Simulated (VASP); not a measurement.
Write the native input for VASP 6.6.1 that does the following.

- Task: band structure
- Functional: PBE
- Potentials or basis: VASP PAW PBE potentials, release 64 (Ti_sv, C)
- Cutoff: 520 eV
- k mesh: 16 × 16 × 16
- Occupations: gaussian, width 0.1 eV
- Spin: no spin polarisation
- Further INCAR settings: ALGO = Normal; EDIFF = 1e-07; NBANDS = 15

The structure of TiC lies in POSCAR:

```
TiC
1.0
    0.0000000000      2.1664820000      2.1664820000
    2.1664820000      0.0000000000      2.1664820000
    2.1664820000      2.1664820000      0.0000000000
Ti C
1 1
Direct
    0.0000000000      0.0000000000      0.0000000000
    0.5000000000      0.5000000000      0.5000000000
```

One way to write it, as run:

INCAR

```
PREC = Accurate
ENCUT = 520
EDIFF = 1E-7
ISMEAR = 0
SIGMA = 0.1
LREAL = False
LASPH = True
NELM = 60
ALGO = Normal
ISIF = 2
LWAVE = False
LCHARG = False
LMAXMIX = 4
GGA = PE
NBANDS = 15
```

KPOINTS

```
regular mesh
0
Gamma
  16 16 16
```

KPOINTS_OPT

```
path GXWKGLUWLK,UX
15
line-mode
reciprocal
 0.0000000000  0.0000000000  0.0000000000  G
 0.5000000000  0.0000000000  0.5000000000  X

 0.5000000000  0.0000000000  0.5000000000  X
 0.5000000000  0.2500000000  0.7500000000  W

 0.5000000000  0.2500000000  0.7500000000  W
 0.3750000000  0.3750000000  0.7500000000  K

 0.3750000000  0.3750000000  0.7500000000  K
 0.0000000000  0.0000000000  0.0000000000  G

 0.0000000000  0.0000000000  0.0000000000  G
 0.5000000000  0.5000000000  0.5000000000  L

 0.5000000000  0.5000000000  0.5000000000  L
 0.6250000000  0.2500000000  0.6250000000  U

 0.6250000000  0.2500000000  0.6250000000  U
 0.5000000000  0.2500000000  0.7500000000  W

 0.5000000000  0.2500000000  0.7500000000  W
 0.5000000000  0.5000000000  0.5000000000  L

 0.5000000000  0.5000000000  0.5000000000  L
 0.3750000000  0.3750000000  0.7500000000  K

 0.6250000000  0.2500000000  0.6250000000  U
 0.5000000000  0.0000000000  0.5000000000  X
```

Potentials or basis: VASP PAW PBE potentials, release 64 (Ti_sv, C).

Launch:

```console
$ cat potpaw_PBE.64/Ti_sv/POTCAR potpaw_PBE.64/C/POTCAR > POTCAR
$ mpirun -np 1 vasp_std > vasp.out
```

It gave:

- Pressure: 0.2 GPa
- Band gap along the path: none (metal or under the smearing width)

Wall time 23 s on 1 thread of Intel(R) Xeon(R) 6975P-C (Granite Rapids), on a shared host, peak memory 0.19 GiB.
